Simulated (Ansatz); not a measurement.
N started on an Al site next to Al started in the widest void in wurtzite AlN, 97 atoms, charge 0

All numbers come from Ansatz (PAW, plane waves, no spin–orbit coupling) at the single k point (¼, ¼, ¼) without its symmetry partners. The atoms were relaxed with PBEsol in a fixed cell; other functionals are single points on those atoms unless said otherwise. The valence top and gap of the host come from its small cell on a dense mesh, with the band extrema sought between the mesh points, lined up by the mean potential, PBEsol gap 4.09 eV, HSE06 gap 5.54 eV.

Cell: a = 9.341 Å, b = 10.787 Å, c = 9.967 Å, α = 90.00°, β = 90.00°, γ = 90.00°.

Nearest atoms after relaxation, from the placed atom (for vacancies from the middle of the vacant sites): N at 1.37 Å, Al at 1.85 Å, Al at 1.85 Å, Al at 2.20 Å, Al at 2.37 Å, N at 2.60 Å, N at 2.60 Å, N at 2.84 Å.

Chemical potentials μ are those of reference phases of the elements at zero temperature by the same functional (the usual solids, diamond for C, grey Sn, and the molecules H2, N2, O2, F2, Cl2, Br2 and S8).

```
functional  E(defect) − E(host) − Σ nμ + q·E_VBM (eV)  monopole (eV)  alignment (eV)  formation energy at E_F = VBM (eV)  moment (μB)             wall time, shared host
    PBEsol                                       4.53           0.00            0.00                                4.53          1.0  110 s on NVIDIA H100 (relaxation)
     HSE06                                       4.84           0.00            0.00                                4.84          1.0                87 s on NVIDIA H100
```

HSE06 one-electron levels near the gap (the ten most localised at most), from the host's valence top:

```
level (eV)  spin  filling  atoms sharing it  element of the atom with most weight
     -0.29    up     1.00              54.1                                spread
     -0.28  down     1.00              54.4                                spread
     -0.20    up     1.00              52.6                                spread
     -0.19  down     1.00              50.6                                spread
      0.64    up     1.00               4.9                                     N
      1.04    up     1.00               4.5                                     N
      1.25  down     1.00               4.5                                     N
      3.55  down     0.00               3.4                                     N
```

All elements are taken at their own reference at once; growth conditions in equilibrium with the host shift these energies, by up to the host's formation enthalpy.

One k point and a cell of this size can leave errors of several tenths of an eV in such numbers.

The short N–N contact of 1.37 Å shows that the placed nitrogen has not remained an isolated antisite. Since the pair as a whole adds only one nitrogen to the host, the interstitial Al has probably filled the vacant cation site, leaving a nitrogen split interstitial. The formation energy then describes that defect rather than a surviving antisite–interstitial pair, and it would rise towards Al-rich conditions.

The electronic structure fits this picture. An N₂ unit in place of a nitride ion would formally be N₂³⁻, with three electrons in the π* orbitals. This accounts for the moment of 1.0 μB, the two filled spin-up levels at 0.64 and 1.04 eV, and the spin-down pair split into a filled level at 1.25 eV and an empty one at 3.55 eV. Partial π* filling also explains a bond much longer than in molecular nitrogen. The empty level suggests that the defect could trap an electron and the filled ones that it could trap holes, but the neutral state alone fixes no charge-transition levels.
